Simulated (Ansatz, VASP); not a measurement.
Two plane-wave programs on PbF2 (Fluorocronite)

File INCAR:

```
PREC     = Accurate       # precision mode
ENCUT    = 520            # plane-wave cutoff, eV
EDIFF    = 1E-7           # SCF threshold, eV
ISMEAR   = -1             # smearing method
SIGMA    = 0.05           # smearing width, eV
LREAL    = False          # projectors in reciprocal space
LASPH    = True           # aspherical terms in the spheres
NELM     = 100            # most SCF steps
ALGO     = Normal         # electronic algorithm
ISIF     = 2              # what is computed and relaxed
LWAVE    = False          # write WAVECAR
LCHARG   = False          # write CHGCAR
GGA      = PE             # functional
NBANDS   = 21             # bands
```

The input KPOINTS:

```
regular mesh
0
Gamma
  8 8 8
```

Contents of POSCAR:

```
PbF2
1.0
    0.0000000000      2.9636600000      2.9636600000
    2.9636600000      0.0000000000      2.9636600000
    2.9636600000      2.9636600000      0.0000000000
Pb F
1 2
Direct
   -0.0176050000     -0.0002580000      0.0020670000
    0.7516350000      0.7437150000      0.7602180000
    0.2651850000      0.2496610000      0.2421990000
```

The input input.yaml:

```yaml
crystal:
  lattice:
    - [0.0, 2.96366, 2.96366]
    - [2.96366, 0.0, 2.96366]
    - [2.96366, 2.96366, 0.0]
  atoms:
    - { symbol: Pb, position: [-0.017605, -0.000258, 0.002067] }
    - { symbol: F, position: [0.751635, 0.743715, 0.760218] }
    - { symbol: F, position: [0.265185, 0.249661, 0.242199] }
hamiltonian:
  xc: pbe
  pseudopotentials: { kind: paw }
kpoints:
  mp_grid: { grid: [8, 8, 8] }
scf:
  occupations: { method: fermi_dirac, width: 0.05 }
output:
  forces: true
  stress: true
  eigenvalues: true
```

Change from the starting cell: atoms moved at random, drawn with an rms of 0.05 Å.

Alike in both runs: task single point; functional PBE; k mesh 8 × 8 × 8; occupations fermi-dirac, width 0.05 eV; no spin polarisation.

|  | VASP | Ansatz |
| --- | --- | --- |
| version | VASP 6.6.1 | Ansatz 0.2.0 |
| potentials or method | VASP PAW PBE potentials, release 64 (Pb_d, F) | Ansatz PAW |
| plane-wave cutoff (eV) | 520 | 420 |
| valence electrons in the cell | 28 | 28 |

```tsv
	VASP	Ansatz	Ansatz less VASP
gap on the k mesh at the Fermi level (eV)	4.38	4.39	+0.006
least direct gap on the mesh (eV)	4.56	4.56	+0.002
pressure (GPa)	2.8	3.0	+0.20
largest component of the traceless stress (GPa)	0.57	0.56	-0.011
rms of the force components (eV/Å)	0.112	0.110	-0.0025
```

Atom by atom the forces differ by 0.003 eV/Å (rms over components).

Caveats: spin-orbit coupling is left out, which as a rule narrows the gap of such compounds by several tenths of an eV; the pressure holds a Pulay correction of +0.5 GPa for the finite cutoff (Ansatz). A k mesh can miss the band edges.
